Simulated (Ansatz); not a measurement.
**Ni (diamond): energy against volume**

All numbers below come from DFT, RPBE, plane waves (420 eV) with PAW, scalar-relativistic (Ansatz). The PAW files were generated under PBE, with cores re-solved for the functional.

The cell is scaled uniformly from the relaxed one, with fractional coordinates and shape fixed. Energies are extrapolated to zero smearing, pressures are those at the given smearing. Magnetic state: ferromagnetic.

A Birch-Murnaghan fit gives V₀ = 17.20 Å³/atom, B₀ = 80 GPa, B₀′ = 4.9.

What are the energy above the minimum and the pressure at 15.147 Å³/atom?

78.3 meV/atom and 13.96 GPa as computed.

What are the energy above the minimum and the pressure at 16.525 Å³/atom?

7.1 meV/atom and 3.63 GPa as computed.

What are the energy above the minimum and the pressure at 17.902 Å³/atom?

6.7 meV/atom and -2.81 GPa as computed.
